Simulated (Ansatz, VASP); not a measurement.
# Two plane-wave programs on RbBr

INCAR

```
SYSTEM = RbBr
ALGO = Normal
EDIFF = 1E-6
ENCUT = 520
GGA = PE
ISIF = 2
ISMEAR = -1
LASPH = .True.
LCHARG = .False.
LREAL = .False.
LWAVE = .False.
NBANDS = 15
NELM = 100
PREC = Accurate
SIGMA = 0.02
```

File KPOINTS:

```
k-points
0
Gamma
  6 6 6
  0 0 0
```

The input POSCAR:

```
RbBr
1.0
    0.0000000000      3.5553066430      3.4608260907
    3.5553066430      0.0000000000      3.4608260907
    3.5553066430      3.5553066430      0.0000000000
Rb Br
1 1
Direct
    0.0000000000      0.0000000000      0.0000000000
    0.5000000000      0.5000000000      0.5000000000
```

Input for Ansatz:

```yaml
crystal:
  lattice:
    - [0.0, 3.555306643, 3.4608260907]
    - [3.555306643, 0.0, 3.4608260907]
    - [3.555306643, 3.555306643, 0.0]
  atoms:
    - { symbol: Rb, position: [0.0, 0.0, 0.0] }
    - { symbol: Br, position: [0.5, 0.5, 0.5] }
kpoints:
  mp_grid: { grid: [6, 6, 6] }
  band_path:
    path:
      - [0.0, 0.0, 0.0]
      - [0.5, 0.0, 0.5]
      - [0.625, 0.25, 0.625]
      - [0.375, 0.375, 0.75]
      - [0.5, 0.5, 0.5]
      - [0.5, 0.25, 0.75]
    npoints: 1
hamiltonian:
  xc: pbe
scf:
  occupations: { method: fermi_dirac, width: 0.02 }
  n_extra_bands: 4
output:
  forces: true
  stress: true
  eigenvalues: true
```

Change from the starting cell: biaxial_xy strain +2.7%.

Alike in both runs: task single point; functional PBE; k mesh 6 × 6 × 6; occupations fermi-dirac, width 0.02 eV; no spin polarisation.

|  | VASP | Ansatz |
| --- | --- | --- |
| version | VASP 6.6.1 | Ansatz 0.2.0 |
| potentials or method | VASP PAW PBE potentials, release 64 (Rb_sv, Br) | plane waves, PAW |
| plane-wave cutoff (eV) | 520 | 420 |
| valence electrons in the cell | 16 | 16 |

Ansatz gave:

| Property | Result |
| --- | --- |
| gap on the k mesh at the Fermi level (eV) | 4.15 |
| pressure (GPa) | -0.1 |
| largest component of the traceless stress (GPa) | 0.40 |

Task: Estimate VASP's values.

Result: gap on the k mesh at the Fermi level (eV): 4.14; pressure (GPa): -0.1; largest component of the traceless stress (GPa): 0.41.
